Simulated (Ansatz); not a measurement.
## TaSi2: course of a relaxation

Method: Ansatz, DFT PBE, scalar-relativistic, plane waves, PAW. Run with 420 eV cutoff, 9×9×6 k-mesh, Gaussian smearing of 0.10 eV, no spin polarisation.

What was changed: relaxed at -2 GPa.

Spin–orbit coupling is left out, which can shift energies with elements as heavy as these.

Input:

```yaml
crystal:
  lattice:
    - [4.8360568252, 0.0, 0.0]
    - [-2.4180284126, 4.1881480647, 0.0]
    - [0.0, 0.0, 6.6412731389]
  atoms:
    - { symbol: Ta, position: [0.5, 0.0, 0.0] }
    - { symbol: Ta, position: [0.5, 0.5, 0.6666666667] }
    - { symbol: Ta, position: [0.0, 0.5, 0.3333333333] }
    - { symbol: Si, position: [0.1589152983, 0.3178305965, 0.0] }
    - { symbol: Si, position: [0.8410847017, 0.1589152983, 0.6666666667] }
    - { symbol: Si, position: [0.6821694035, 0.8410847017, 0.3333333333] }
    - { symbol: Si, position: [0.8410847017, 0.6821694035, 0.0] }
    - { symbol: Si, position: [0.1589152983, 0.8410847017, 0.6666666667] }
    - { symbol: Si, position: [0.3178305965, 0.1589152983, 0.3333333333] }
basis:
  ecutwfc: 420
kpoints:
  mp_grid: { grid: [9, 9, 6] }
hamiltonian:
  xc: pbe
scf:
  occupations: { method: gaussian, width: 0.1 }
output:
  forces: true
  stress: true
  eigenvalues: true
relax:
  adjacent_minimum: "off"
  f_tol: 0.008
  max_steps: 50
  cell: { stress_tol: 0.08, p_target: -2.0 }
```

F is the free energy. Steps run on the plane waves of an earlier cell, but the last one, and at times one on the way, on a freshly chosen basis, so a repeated geometry can differ a little in energy. The relaxation lowers the enthalpy F + PV at the target pressure, so F itself can rise.

Steps:

```json
{"step": "1", "F − F(1) (eV)": "0.0000", "largest force component (eV/Å)": "0.004", "V (Å³/atom)": "14.946", "P (GPa)": "-3.43"}
{"step": "2", "F − F(1) (eV)": "-0.0260", "largest force component (eV/Å)": "0.040", "V (Å³/atom)": "14.738", "P (GPa)": "-0.94"}
{"step": "3", "F − F(1) (eV)": "-0.0186", "largest force component (eV/Å)": "0.002", "V (Å³/atom)": "14.828", "P (GPa)": "-2.02"}
{"step": "4", "F − F(1) (eV)": "-0.0183", "largest force component (eV/Å)": "0.002", "V (Å³/atom)": "14.828", "P (GPa)": "-2.02"}
```

Relaxed structure:

```cif
data_structure
_symmetry_space_group_name_H-M 'P 1'
_symmetry_Int_Tables_number 1
_cell_length_a 4.8255
_cell_length_b 4.8255
_cell_length_c 6.6179
_cell_angle_alpha 90.000
_cell_angle_beta 90.000
_cell_angle_gamma 120.000
_cell_volume 133.45
loop_
_atom_site_label
_atom_site_type_symbol
_atom_site_fract_x
_atom_site_fract_y
_atom_site_fract_z
_atom_site_occupancy
Ta1 Ta 0.50000 0.00000 0.00000 1
Ta2 Ta 0.50000 0.50000 0.66667 1
Ta3 Ta 0.00000 0.50000 0.33333 1
Si1 Si 0.15893 0.31786 0.00000 1
Si2 Si 0.84107 0.15893 0.66667 1
Si3 Si 0.68214 0.84107 0.33333 1
Si4 Si 0.84107 0.68214 0.00000 1
Si5 Si 0.15893 0.84107 0.66667 1
Si6 Si 0.31786 0.15893 0.33333 1
```

Symmetry: P6_422, No. 181, hexagonal system. The conventional cell has a = 4.825 Å, b = 4.825 Å, c = 6.618 Å, α = 90.00°, β = 90.00°, γ = 120.00°. Ta (site symmetry 222) has 10 Si at 2.63 to 2.85 Å as nearest neighbours. Si (site symmetry 2) has 5 Si at 2.58 to 2.85 Å and 5 Ta at 2.63 to 2.85 Å as nearest neighbours.

The run converged. The run took about 120 core-seconds.